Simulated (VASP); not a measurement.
Here is a VASP 6.6.1 calculation.

INCAR

```
  ALGO = Normal
  EDIFF = 1E-6
  ENCUT = 520
  GGA = PS
  ISIF = 2
  ISMEAR = 0
  LASPH = True
  LCHARG = True
  LELF = True
  LREAL = False
  LVHAR = True
  LWAVE = False
  NBANDS = 16
  NELM = 100
  PREC = Accurate
  SIGMA = 0.01
```

File KPOINTS:

```
k-points
0
Gamma
  12 12 6
```

POSCAR

```
Si
1.0
    3.8248883555      0.0000000000      0.0000000000
   -1.9124441778      3.3124504825      0.0000000000
    0.0000000000      0.0000000000      6.3243008766
Si
4
Direct
    0.3333333333      0.6666666667      0.0629975439
    0.6666666667      0.3333333333      0.5629975439
    0.3333333333      0.6666666667      0.4370024561
    0.6666666667      0.3333333333      0.9370024561
```

Potentials or basis: VASP PAW PBE potentials, release 64 (Si).

Run with:

```console
$ cat potpaw_PBE.64/Si/POTCAR > POTCAR
$ mpirun -np 1 vasp_std > vasp.out
```

Problem. What does it give for the band gap on the k mesh?

Solution. 0.29 eV, indirect (least direct gap 0.97 eV).

Problem. What does it give for the pressure?

Solution. 0.1 GPa.

Caveat: the PAW data sets were made with another functional, which shifts forces and pressure a little. A k mesh can miss the band edges.
